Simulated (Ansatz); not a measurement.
Crystal: TiCo.

```xyz
2
Lattice="2.9861 0.0000 0.0000 0.0000 2.9861 0.0000 0.0000 0.0000 2.9861" Properties=species:S:1:pos:R:3 pbc="T T T"
Co    1.4931    1.4931    1.4931
Ti    0.0000    0.0000    0.0000
```

The cell comes from a database or a generator and needn't be the stable form of this composition.

Base run:

- Program: Ansatz 0.2.0
- Functional: LDA
- Potentials or basis: all-electron LAPW, scalar-relativistic
- Cutoff: 278 eV
- Density cutoff: 1114 eV
- Basis error allowed: 0.001 eV/atom
- k mesh: 9 × 9 × 9
- Occupations: fermi-dirac, width 0.05 eV
- Spin: collinear spin, ferromagnetic start
- Starting moments: [2.0, 1.0] μB

Its results: pressure -14.7 GPa; net moment 0.49 μB per cell; site moments Co +0.54; Ti -0.02 μB.

Question: The run is repeated on the same cell with these changes: functional from LDA to PBEsol. What comes out?

Answer: Pressure -8.1 GPa; net moment 0.73 μB per cell; site moments Co +0.82; Ti -0.04 μB.

PBEsol binds less tightly than LDA, so the same cell stands under more pressure.

Not every run made on this cell is shown here.
